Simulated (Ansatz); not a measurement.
# Ruthenium, beta-Sn type under PBE: from relaxation to bulk modulus, part 2 of 2

What does PBE give for ruthenium in the beta-Sn type structure? We relax it, solve it on a dense k-mesh, then scale the cell to 7 volumes from 88 to 112 % of the relaxed one and try a fit of the equation of state. The start is ferromagnetic. The k-meshes are 14×14×10 for the relaxation; 27×27×19 for the dense run; 19×19×13 for the volumes.

Ansatz 0.2.0; DFT, PBE, plane waves (420 eV) with PAW, scalar-relativistic. Earlier steps stand in the parts before.

## (3) The energy on a finer k-mesh

input.yaml reads:

```yaml
crystal:
  lattice:
    - [-3.0361888787, 2.623841324, 1.3328042567]
    - [2.623841324, -3.0361888787, 1.3328042567]
    - [2.2816180789, 2.2816180789, -2.0880195583]
  atoms:
    - { symbol: Ru, position: [0.9806518694, 0.0193481306, 0.0], spin: 1.0 }
    - { symbol: Ru, position: [0.7693481306, 0.2306518694, 0.5], spin: 1.0 }
hamiltonian:
  xc: pbe
  pseudopotentials:
    kind: paw
    azcp:
      Ru: "pseudopotentials/Ru.paw.azcp"
basis:
  ecutwfc: 420
  fft_grid_basis: typed
kpoints:
  mp_grid: { grid: [27, 27, 19], shift: [0, 0, 0] }
magnetization:
  spin_polarized: true
scf:
  occupations: { method: fermi_dirac, width: 0.05 }
output:
  write_density: true
  write_potential: true
  elf: true
  volumetric_format: npy
```

Started as:

```
$ ansatz run input.yaml --threads 2 --pin off --max-ram 6144MiB --backend cpu --events-out ev --progress --plain --runs-dir out
```

Log, cut to the lines that bear on the results:

```text
Warning: RAYON_NUM_THREADS=2 ignored (pool sized by the plan → 2); use --threads N
[...]
Pseudopotentials: kind: paw
Pseudopotential: Ru, paw, valence charge 16, recommended cutoff 420 eV (normal), <dir>
Functional definition: PBE
[...]
Crystal: 2 atoms, lattice volume = 29.551 Å³
Basis set: ecut = 420 eV, 601 PW (Γ)
Bands: 21, of which v1, the nominal top of the filled ones, is band 16 counted from 1 (15 counted from 0)
Symmetry: 4 space group operations
Space group: C2/c (ITA 15), of the structure as read, at distance tolerance 3.1e-5 Å
[...]
WARN: the starting moments were not kept: the SCF closed with an absolute magnetisation of 1.5e-6 μB, where they sum to 2 μB in size (2 sites). That is at most 0.1 of that sum. Measured as dr2_m measures the in/out step, that magnetisation stands 4.9e-13 eV from none, at or under the [...]
SCF converged after 10 iterations
Magnetization: -0.0000 μB (16.0000 up, 16.0000 down)
Absolute magnetization: 0.0000 μB (∫|ρ↑−ρ↓|, with the PAW one-centre terms)
Spin contamination: 0.0000 ħ² per cell (⟨S²⟩ above its minimum at these occupations)
Per-site moments (μB) at R_I (Å): [(2.6594366246308557e-7, 1.0558434934125198), (2.6594366240539156e-7, 1.0558434934125198)]
Free energy (F): -11756.740288 eV
[...]
E sigma→0 (E₀):  -11756.733965 eV
Entropy (-TS):   -0.012647 eV (-6.324 meV/atom)
Fermi energy:    21.210532 eV
[...]
--- Band table (eV; the first three rows and the last of 7196) ---
[... band rows left out ...]
[...]
```

Wall time 1.9 min (2 threads of Intel Xeon Platinum 8488C (Sapphire Rapids), shared host); peak memory 3.1 GiB.

Axes a, b and c in the maps are those of this run's conventional cell (a, b, c = 2.729, 8.004, 2.706 Å).

Density in a lattice plane of the grid's cell (edges 8.00 and 2.71 Å, at 0.500 of the third edge), which holds Ru. It is the smooth density of the valence electrons, not physical close to the nuclei.

Ten even steps from '0' (0.12 e/Å³) to '9' (9.93 e/Å³):
```
000000000036630000110000
000000000001100003663000
000000000000000016996100
000000000001100003663000
000000000036630000110000
000000000169961000000000
```
Columns run along the first of these edges and rows up along the second, over one cell in 24 and 6 even steps from the bottom left corner. Atoms in the plane (fractional): Ru at (0.48, 0.00), Ru at (0.77, 0.50).

## (4) Equation of state: 88 %

input.yaml reads:

```yaml
crystal:
  lattice:
    - [-2.9095311366, 2.5143850843, 1.2772049562]
    - [2.5143850843, -2.9095311366, 1.2772049562]
    - [2.1864380339, 2.1864380339, -2.0009156747]
  atoms:
    - { symbol: Ru, position: [0.9806518694, 0.0193481306, 0.0], spin: 1.0 }
    - { symbol: Ru, position: [0.7693481306, 0.2306518694, 0.5], spin: 1.0 }
hamiltonian:
  xc: pbe
  pseudopotentials:
    kind: paw
    azcp:
      Ru: "pseudopotentials/Ru.paw.azcp"
basis:
  ecutwfc: 420
  fft_grid_basis: typed
kpoints:
  mp_grid: { grid: [19, 19, 13], shift: [0, 0, 0] }
magnetization:
  spin_polarized: true
scf:
  occupations: { method: fermi_dirac, width: 0.05 }
  lower_state_search: "off"
output:
  stress: true
```

Started as:

```
$ ansatz run input.yaml --threads 2 --pin off --max-ram 6144MiB --backend cpu --events-out ev --progress --plain --runs-dir out
```

Log, cut to the lines that bear on the results:

```text
Warning: RAYON_NUM_THREADS=2 ignored (pool sized by the plan → 2); use --threads N
[...]
[... 3 set-up lines as earlier in the session ...]
[...]
Crystal: 2 atoms, lattice volume = 26.004 Å³
Basis set: ecut = 420 eV, 501 PW (Γ)
Bands: 21, of which v1, the nominal top of the filled ones, is band 16 counted from 1 (15 counted from 0)
[... 1 set-up line as earlier in the session ...]
Space group: C2/c (ITA 15), of the structure as read, at distance tolerance 3.0e-5 Å
[...]
WARN: the starting moments were not kept: the SCF closed with an absolute magnetisation of 2.8e-6 μB, where they sum to 2 μB in size (2 sites). That is at most 0.1 of that sum. Measured as dr2_m measures the in/out step, that magnetisation stands 1.5e-12 eV from none, at or under the [...]
Magnetization: -0.0000 μB (16.0000 up, 16.0000 down)
Absolute magnetization: 0.0000 μB (∫|ρ↑−ρ↓|, with the PAW one-centre terms)
Spin contamination: 0.0000 ħ² per cell (⟨S²⟩ above its minimum at these occupations)
Per-site moments (μB) at R_I (Å): [(-1.1958659757177592e-7, 1.0117978960463558), (-1.1958659742577712e-7, 1.0117978960463558)]
Free energy (F): -11756.274893 eV
[...]
E sigma→0 (E₀):  -11756.269895 eV
Entropy (-TS):   -0.009997 eV (-4.998 meV/atom)
Fermi energy:    24.828708 eV
[...]
--- Stress (GPa, compression-positive) ---
       50.217771      -0.098958       1.268103
       -0.098958      50.217771       1.268103
        1.268103       1.268103      42.531719
  P = ⅓ Tr σ = 47.6558 GPa (476.558 kbar)
```

Wall time 48 s (2 threads of Intel Xeon Platinum 8488C (Sapphire Rapids), shared host); peak memory 1.2 GiB.

## (5) Equation of state: 92 %

input.yaml: that of step 4 with these lines changed.

```diff
@@ -2,5 +2,5 @@
   lattice:
-    - [-2.9095311366, 2.5143850843, 1.2772049562]
-    - [2.5143850843, -2.9095311366, 1.2772049562]
-    - [2.1864380339, 2.1864380339, -2.0009156747]
+    - [-2.9529633777, 2.5519187535, 1.2962705276]
+    - [2.5519187535, -2.9529633777, 1.2962705276]
+    - [2.2190762493, 2.2190762493, -2.0307844913]
   atoms:
```

Started as:

```
$ ansatz run input.yaml --threads 2 --pin off --max-ram 6144MiB --backend cpu --events-out ev --progress --plain --runs-dir out
```

Log, cut to the lines that bear on the results:

```text
Warning: RAYON_NUM_THREADS=2 ignored (pool sized by the plan → 2); use --threads N
[...]
[... 3 set-up lines as earlier in the session ...]
[...]
Crystal: 2 atoms, lattice volume = 27.186 Å³
Basis set: ecut = 420 eV, 533 PW (Γ)
Bands: 21, of which v1, the nominal top of the filled ones, is band 16 counted from 1 (15 counted from 0)
[... 2 set-up lines as earlier in the session ...]
[...]
WARN: the starting moments were not kept: the SCF closed with an absolute magnetisation of 3.9e-6 μB, where they sum to 2 μB in size (2 sites). That is at most 0.1 of that sum. Measured as dr2_m measures the in/out step, that magnetisation stands 3.0e-12 eV from none, at or under the [...]
Magnetization: -0.0000 μB (16.0000 up, 16.0000 down)
Absolute magnetization: 0.0000 μB (∫|ρ↑−ρ↓|, with the PAW one-centre terms)
Spin contamination: 0.0000 ħ² per cell (⟨S²⟩ above its minimum at these occupations)
Per-site moments (μB) at R_I (Å): [(-2.6748693875172504e-7, 1.0269015839424054), (-2.6748693881842407e-7, 1.0269015839424054)]
Free energy (F): -11756.551061 eV
[...]
E sigma→0 (E₀):  -11756.545752 eV
Entropy (-TS):   -0.010619 eV (-5.309 meV/atom)
Fermi energy:    23.518286 eV
[...]
--- Stress (GPa, compression-positive) ---
       29.549500      -0.051809       0.790850
       -0.051809      29.549500       0.790850
        0.790850       0.790850      24.808734
  P = ⅓ Tr σ = 27.9692 GPa (279.692 kbar)
```

Run time: 50 s. Hardware: 2 threads of Intel Xeon Platinum 8488C (Sapphire Rapids), shared host; peak memory 1.2 GiB.

## (6) Equation of state: 96 %

input.yaml: that of step 5 with these lines changed.

```diff
@@ -2,5 +2,5 @@
   lattice:
-    - [-2.9529633777, 2.5519187535, 1.2962705276]
-    - [2.5519187535, -2.9529633777, 1.2962705276]
-    - [2.2190762493, 2.2190762493, -2.0307844913]
+    - [-2.995154269, 2.5883796617, 1.3147911802]
+    - [2.5883796617, -2.995154269, 1.3147911802]
+    - [2.2507816221, 2.2507816221, -2.0597996185]
   atoms:
@@ -26 +26,5 @@
   stress: true
+  write_density: true
+  write_potential: true
+  elf: true
+  volumetric_format: npy
```

Started as:

```
$ ansatz run input.yaml --threads 2 --pin off --max-ram 6144MiB --backend cpu --events-out ev --progress --plain --runs-dir out
```

Log, cut to the lines that bear on the results:

```text
Warning: RAYON_NUM_THREADS=2 ignored (pool sized by the plan → 2); use --threads N
[...]
[... 3 set-up lines as earlier in the session ...]
[...]
Crystal: 2 atoms, lattice volume = 28.368 Å³
Basis set: ecut = 420 eV, 557 PW (Γ)
Bands: 21, of which v1, the nominal top of the filled ones, is band 16 counted from 1 (15 counted from 0)
[... 2 set-up lines as earlier in the session ...]
[...]
WARN: the starting moments were not kept: the SCF closed with an absolute magnetisation of 3.8e-6 μB, where they sum to 2 μB in size (2 sites). That is at most 0.1 of that sum. Measured as dr2_m measures the in/out step, that magnetisation stands 2.7e-12 eV from none, at or under the [...]
Spin contamination: 0.0000 ħ² per cell (⟨S²⟩ above its minimum at these occupations)
Per-site moments (μB) at R_I (Å): [(-5.357179743798783e-7, 1.041573588789305), (-5.357179743770248e-7, 1.041573588789305)]
Free energy (F): -11756.697561 eV
[...]
E sigma→0 (E₀):  -11756.691914 eV
Entropy (-TS):   -0.011293 eV (-5.647 meV/atom)
Fermi energy:    22.315046 eV
[...]
--- Stress (GPa, compression-positive) ---
       13.137919      -0.021401       0.407133
       -0.021401      13.137919       0.407133
        0.407133       0.407133      10.762899
  P = ⅓ Tr σ = 12.3462 GPa (123.462 kbar)
--- Band table (eV; the first three rows and the last of 2480) ---
[... band rows left out ...]
[...]
```

It took 66 s on 2 threads of Intel Xeon Platinum 8488C (Sapphire Rapids), shared host; peak memory 1.2 GiB.

## (7) Equation of state: 100 %

input.yaml: that of step 6 with these lines changed.

```diff
@@ -2,5 +2,5 @@
   lattice:
-    - [-2.995154269, 2.5883796617, 1.3147911802]
-    - [2.5883796617, -2.995154269, 1.3147911802]
-    - [2.2507816221, 2.2507816221, -2.0597996185]
+    - [-3.0361888787, 2.623841324, 1.3328042567]
+    - [2.623841324, -3.0361888787, 1.3328042567]
+    - [2.2816180789, 2.2816180789, -2.0880195583]
   atoms:
@@ -26,5 +26 @@
   stress: true
-  write_density: true
-  write_potential: true
-  elf: true
-  volumetric_format: npy
```

Started as:

```
$ ansatz run input.yaml --threads 2 --pin off --max-ram 6144MiB --backend cpu --events-out ev --progress --plain --runs-dir out
```

Log, cut to the lines that bear on the results:

```text
Warning: RAYON_NUM_THREADS=2 ignored (pool sized by the plan → 2); use --threads N
[...]
[... 3 set-up lines as earlier in the session ...]
[...]
Crystal: 2 atoms, lattice volume = 29.551 Å³
Basis set: ecut = 420 eV, 601 PW (Γ)
Bands: 21, of which v1, the nominal top of the filled ones, is band 16 counted from 1 (15 counted from 0)
[... 2 set-up lines as earlier in the session ...]
[...]
WARN: the starting moments were not kept: the SCF closed with an absolute magnetisation of 1.7e-6 μB, where they sum to 2 μB in size (2 sites). That is at most 0.1 of that sum. Measured as dr2_m measures the in/out step, that magnetisation stands 4.8e-13 eV from none, at or under the [...]
Magnetization: 0.0000 μB (16.0000 up, 16.0000 down)
Absolute magnetization: 0.0000 μB (∫|ρ↑−ρ↓|, with the PAW one-centre terms)
Spin contamination: 0.0000 ħ² per cell (⟨S²⟩ above its minimum at these occupations)
Per-site moments (μB) at R_I (Å): [(-2.3246269116101294e-7, 1.0558434934125198), (-2.3246269107141025e-7, 1.0558434934125198)]
Free energy (F): -11756.741165 eV
[...]
E sigma→0 (E₀):  -11756.735156 eV
Entropy (-TS):   -0.012017 eV (-6.008 meV/atom)
Fermi energy:    21.206673 eV
[...]
--- Stress (GPa, compression-positive) ---
        0.112584      -0.002306       0.098957
       -0.002306       0.112584       0.098957
        0.098957       0.098957      -0.364328
  P = ⅓ Tr σ = -0.0464 GPa (-0.464 kbar)
```

Wall time 52 s (2 threads of Intel Xeon Platinum 8488C (Sapphire Rapids), shared host); peak memory 1.3 GiB.

## (8) Equation of state: 104 %

input.yaml: that of step 7 with these lines changed.

```diff
@@ -2,5 +2,5 @@
   lattice:
-    - [-3.0361888787, 2.623841324, 1.3328042567]
-    - [2.623841324, -3.0361888787, 1.3328042567]
-    - [2.2816180789, 2.2816180789, -2.0880195583]
+    - [-3.0761433142, 2.6583695115, 1.3503431661]
+    - [2.6583695115, -3.0761433142, 1.3503431661]
+    - [2.3116428126, 2.3116428126, -2.1154966509]
   atoms:
```

Started as:

```
$ ansatz run input.yaml --threads 2 --pin off --max-ram 6144MiB --backend cpu --events-out ev --progress --plain --runs-dir out
```

Log, cut to the lines that bear on the results:

```text
Warning: RAYON_NUM_THREADS=2 ignored (pool sized by the plan → 2); use --threads N
[...]
[... 3 set-up lines as earlier in the session ...]
[...]
Crystal: 2 atoms, lattice volume = 30.733 Å³
Basis set: ecut = 420 eV, 621 PW (Γ)
Bands: 21, of which v1, the nominal top of the filled ones, is band 16 counted from 1 (15 counted from 0)
[... 2 set-up lines as earlier in the session ...]
[...]
WARN: the starting moments were not kept: the SCF closed with an absolute magnetisation of 2.2e-6 μB, where they sum to 2 μB in size (2 sites). That is at most 0.1 of that sum. Measured as dr2_m measures the in/out step, that magnetisation stands 8.7e-13 eV from none, at or under the [...]
Magnetization: 0.0000 μB (16.0000 up, 16.0000 down)
Absolute magnetization: 0.0000 μB (∫|ρ↑−ρ↓|, with the PAW one-centre terms)
Spin contamination: 0.0000 ħ² per cell (⟨S²⟩ above its minimum at these occupations)
Per-site moments (μB) at R_I (Å): [(-3.127835916430698e-7, 1.0697377642880512), (-3.1278359165424616e-7, 1.0697377642880512)]
Free energy (F): -11756.703211 eV
[...]
E sigma→0 (E₀):  -11756.696819 eV
Entropy (-TS):   -0.012784 eV (-6.392 meV/atom)
Fermi energy:    20.182617 eV
[...]
--- Stress (GPa, compression-positive) ---
      -10.205821       0.009627      -0.147798
        0.009627     -10.205821      -0.147798
       -0.147798      -0.147798      -9.164136
  P = ⅓ Tr σ = -9.8586 GPa (-98.586 kbar)
```

Run time: 56 s. Hardware: 2 threads of Intel Xeon Platinum 8488C (Sapphire Rapids), shared host; peak memory 1.3 GiB.

## (9) Equation of state: 108 %

input.yaml: that of step 8 with these lines changed.

```diff
@@ -2,5 +2,5 @@
   lattice:
-    - [-3.0761433142, 2.6583695115, 1.3503431661]
-    - [2.6583695115, -3.0761433142, 1.3503431661]
-    - [2.3116428126, 2.3116428126, -2.1154966509]
+    - [-3.1150859713, 2.6920233312, 1.3674379324]
+    - [2.6920233312, -3.1150859713, 1.3674379324]
+    - [2.3409072207, 2.3409072207, -2.1422779326]
   atoms:
@@ -26 +26,5 @@
   stress: true
+  write_density: true
+  write_potential: true
+  elf: true
+  volumetric_format: npy
```

Started as:

```
$ ansatz run input.yaml --threads 2 --pin off --max-ram 6144MiB --backend cpu --events-out ev --progress --plain --runs-dir out
```

Log, cut to the lines that bear on the results:

```text
Warning: RAYON_NUM_THREADS=2 ignored (pool sized by the plan → 2); use --threads N
[...]
[... 3 set-up lines as earlier in the session ...]
[...]
Crystal: 2 atoms, lattice volume = 31.915 Å³
Basis set: ecut = 420 eV, 637 PW (Γ)
Bands: 21, of which v1, the nominal top of the filled ones, is band 16 counted from 1 (15 counted from 0)
[... 1 set-up line as earlier in the session ...]
Space group: C2/c (ITA 15), of the structure as read, at distance tolerance 3.2e-5 Å
[...]
WARN: the starting moments were not kept: the SCF closed with an absolute magnetisation of 3.3e-6 μB, where they sum to 2 μB in size (2 sites). That is at most 0.1 of that sum. Measured as dr2_m measures the in/out step, that magnetisation stands 1.8e-12 eV from none, at or under the [...]
Spin contamination: 0.0000 ħ² per cell (⟨S²⟩ above its minimum at these occupations)
Per-site moments (μB) at R_I (Å): [(-5.002035155468349e-7, 1.083280186346218), (-5.002035155274062e-7, 1.083280186346218)]
Free energy (F): -11756.600779 eV
[...]
E sigma→0 (E₀):  -11756.593984 eV
Entropy (-TS):   -0.013591 eV (-6.795 meV/atom)
Fermi energy:    19.233818 eV
[...]
--- Stress (GPa, compression-positive) ---
      -18.351853       0.017511      -0.344635
        0.017511     -18.351853      -0.344635
       -0.344635      -0.344635     -16.099934
  P = ⅓ Tr σ = -17.6012 GPa (-176.012 kbar)
--- Band table (eV; the first three rows and the last of 2480) ---
[... band rows left out ...]
[...]
```

Wall time 71 s (2 threads of Intel Xeon Platinum 8488C (Sapphire Rapids), shared host); peak memory 1.3 GiB.

## (10) Equation of state: 112 %

input.yaml: that of step 9 with these lines changed.

```diff
@@ -2,5 +2,5 @@
   lattice:
-    - [-3.1150859713, 2.6920233312, 1.3674379324]
-    - [2.6920233312, -3.1150859713, 1.3674379324]
-    - [2.3409072207, 2.3409072207, -2.1422779326]
+    - [-3.1530785689, 2.7248561198, 1.3841156484]
+    - [2.7248561198, -3.1530785689, 1.3841156484]
+    - [2.3694576835, 2.3694576835, -2.1684058482]
   atoms:
@@ -26,5 +26 @@
   stress: true
-  write_density: true
-  write_potential: true
-  elf: true
-  volumetric_format: npy
```

Started as:

```
$ ansatz run input.yaml --threads 2 --pin off --max-ram 6144MiB --backend cpu --events-out ev --progress --plain --runs-dir out
```

Log, cut to the lines that bear on the results:

```text
Warning: RAYON_NUM_THREADS=2 ignored (pool sized by the plan → 2); use --threads N
[...]
[... 3 set-up lines as earlier in the session ...]
[...]
Crystal: 2 atoms, lattice volume = 33.097 Å³
Basis set: ecut = 420 eV, 653 PW (Γ)
Bands: 21, of which v1, the nominal top of the filled ones, is band 16 counted from 1 (15 counted from 0)
[... 2 set-up lines as earlier in the session ...]
[...]
WARN: the starting moments were not kept: the SCF closed with an absolute magnetisation of 8.2e-7 μB, where they sum to 2 μB in size (2 sites). That is at most 0.1 of that sum. Measured as dr2_m measures the in/out step, that magnetisation stands 1.2e-13 eV from none, at or under the [...]
Magnetization: 0.0000 μB (16.0000 up, 16.0000 down)
Absolute magnetization: 0.0000 μB (∫|ρ↑−ρ↓|, with the PAW one-centre terms)
Spin contamination: 0.0000 ħ² per cell (⟨S²⟩ above its minimum at these occupations)
Per-site moments (μB) at R_I (Å): [(6.194719993678669e-8, 1.0964922224291345), (6.194719992341778e-8, 1.0964922224291345)]
Free energy (F): -11756.447591 eV
[...]
E sigma→0 (E₀):  -11756.440374 eV
Entropy (-TS):   -0.014433 eV (-7.217 meV/atom)
Fermi energy:    18.352448 eV
[...]
--- Stress (GPa, compression-positive) ---
      -24.748375       0.022966      -0.500744
        0.022966     -24.748375      -0.500744
       -0.500744      -0.500744     -21.537185
  P = ⅓ Tr σ = -23.6780 GPa (-236.780 kbar)
```

Run time: 56 s. Hardware: 2 threads of Intel Xeon Platinum 8488C (Sapphire Rapids), shared host; peak memory 1.4 GiB.

## (11) Energy and pressure against volume

All volumes keep the relaxed shape and fractional coordinates.

| V (Å³/atom) | E − E₀ (meV/atom) | P from the stress (GPa) | P from the fit (GPa) |
| --- | --- | --- | --- |
| 13.002 | 232.6 | 47.66 | 47.71 |
| 13.593 | 94.6 | 27.97 | 27.91 |
| 14.184 | 21.6 | 12.35 | 12.28 |
| 14.775 | -0.1 | -0.05 | -0.09 |
| 15.366 | 19.1 | -9.86 | -9.89 |
| 15.957 | 70.5 | -17.60 | -17.66 |
| 16.548 | 147.3 | -23.68 | -23.80 |

A third-order Birch-Murnaghan fit gives V₀ = 14.770 Å³/atom, B₀ = 275 GPa and B₀′ = 4.8; it misses no point by more than 0.07 meV/atom.

## (12) Results

What follows sums up all 2 parts.

```
                      quantity                                  value
space group (spins left aside)                          Cmcm (No. 63)
             conventional cell  a = 2.729 Å, b = 8.004 Å, c = 2.706 Å
                        volume                         14.775 Å³/atom
             shortest distance                                2.560 Å
               gap on the mesh           none (levels filled in part)
                magnetic state                           non-magnetic
               relative to hcp                          +323 meV/atom
                   V₀, B₀, B₀′           14.770 Å³/atom, 275 GPa, 4.8
```

In words: From the guessed start the volume grew by 3.8 % in 19 steps. What began as beta-Sn type has relaxed into Cmcm. What follows belongs to that structure, not to the type named at the start. The mesh has less symmetry than the lattice, which may have let the distortion in. Against the reference form of ruthenium (hcp, computed apart with the same settings) it stands 323 meV/atom higher, so it is far from stable. The starting moments do not survive. Levels at the Fermi energy are filled in part, as in a metal. B₀ comes out at 275 GPa; letting shape and positions relax at each volume could only lower it.
